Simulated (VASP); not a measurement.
Ge under changes of volume

One of the cells (39.829 Å³/atom); the others are scaled copies at fixed shape and fractional positions:

```
CELL_PARAMETERS angstrom
4.07723 0.00000 0.00000
-2.03861 3.53098 0.00000
0.00000 0.00000 11.06616
ATOMIC_POSITIONS crystal
Ge 0.66667 0.33333 0.41485
Ge 0.33333 0.66667 0.91485
Ge 0.00000 0.00000 0.47745
Ge 0.00000 0.00000 0.97745
```

This isn't the form of Ge at room conditions, which is diamond.

- Program: VASP 6.6.1
- Functional: PBEsol
- Potentials or basis: VASP PAW PBE potentials, release 64 (Ge_d)
- Cutoff: 520 eV
- k mesh: 8 × 8 × 3
- Occupations: fermi-dirac, width 0.05 eV
- Spin: no spin polarisation

```csv
volume (Å³/atom),energy over the lowest point (meV/atom),pressure (GPa),gap on the mesh (eV),largest force (eV/Å)
36.705,0.00,0.2,0.70,0.011
37.486,0.56,-0.5,0.69,0.072
38.267,4.27,-1.1,0.68,0.125
39.829,19.80,-2.1,0.55,0.215
40.610,30.97,-2.5,0.44,0.256
41.391,?,?,?,?
```

Problem. What does the run at 41.391 Å³/atom give?

Solution. Energy over the lowest point 44.10 meV/atom; pressure -2.9 GPa; gap on the mesh 0.35 eV; largest force 0.294 eV/Å.

Worked out: A Birch-Murnaghan fit of order 3 (a polynomial in V^(-2/3)) to the other rows has its minimum at 36.97 Å³/atom with B0 = V·E''(V) = 33 GPa and B' = 4.9 at fixed shape and positions, which overstates the stiffness. It gives 44.07 meV/atom at 41.391 Å³/atom, against the run's 44.10, and -dE/dV = -2.9 GPa, against -2.9. A parabola through the other rows of the gap, of slope -7.25 eV per unit of ln V there, extrapolates to 0.32 eV, against the run's 0.35.

Energies are extrapolated to zero smearing.

Caveats: the PAW data sets were made with another functional, which shifts forces and pressure a little; an odd mesh through Γ misses points on the zone boundary, where band edges often lie. Spin-orbit coupling on Ge is left out.
